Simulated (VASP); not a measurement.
Write the native input for VASP 6.6.1 that does the following.

* Task: single point
* Functional: revTPSS
* Potentials or basis: VASP PAW PBE potentials, release 64 (Mn_pv, O)
* Cutoff: 520 eV
* k mesh: 9 × 9 × 5
* Occupations: fermi-dirac, width 0.02 eV
* Spin: collinear spin, antiferromagnetic start
* Starting moments: [4.0, -4.0, 0.0, 0.0] μB
* Further INCAR settings: ALGO = Normal; EDIFF = 1e-06

The structure of MnO lies in POSCAR:

```
MnO
1.0
    3.3717000000      0.0000000000      0.0000000000
   -1.6858500000      2.9199778539      0.0000000000
    0.0000000000      0.0000000000      5.3855000000
Mn O
2 2
Direct
    0.6666666667      0.3333333333      0.5109600000
    0.3333333333      0.6666666667      0.0109600000
    0.6666666667      0.3333333333      0.8754700000
    0.3333333333      0.6666666667      0.3754700000
```

Measurements of this composition are mostly on another form, of space group No. 225.

These files were run (other wordings do the same):

INCAR

```
SYSTEM = MnO
  PREC = Accurate
  ENCUT = 520
  EDIFF = 1E-6
  ISMEAR = -1
  SIGMA = 0.02
  LREAL = .False.
  LASPH = .True.
  NELM = 100
  ALGO = Normal
  ISIF = 2
  LWAVE = .False.
  LCHARG = .False.
  ISPIN = 2
  MAGMOM = 4 -4 0 0
  LORBIT = 11
  LMAXMIX = 4
  METAGGA = RTPSS
  LMIXTAU = .True.
```

KPOINTS

```
regular mesh
0
Gamma
  9 9 5
  0 0 0
```

Potentials or basis: VASP PAW PBE potentials, release 64 (Mn_pv, O).

Launch:

```console
$ cat potpaw_PBE.64/Mn_pv/POTCAR potpaw_PBE.64/O/POTCAR > POTCAR
$ mpirun -np 1 vasp_std > vasp.out
```

It gave:

```
Pressure                                              : -1.6 GPa
Largest force                                         : 0.236 eV/Å
Band gap on the k mesh                                : none (metal or under the smearing width)
Net moment                                            : 0.00 μB per cell
Site moments                                          : Mn +4.31, -4.31; O -0.07, +0.07 μB
Valence electrons inside the program's atomic spheres : Mn 11.46; O 4.98
```

Caveat: the PAW data sets were made with another functional, which shifts forces and pressure a little; semilocal functionals often make such compounds metallic where correlation or magnetic order opens a gap, which also shifts bond lengths.

Wall time 6.8 min on 1 thread of Intel(R) Xeon(R) Platinum 8559C (Emerald Rapids), on a shared host, peak memory 0.25 GiB.
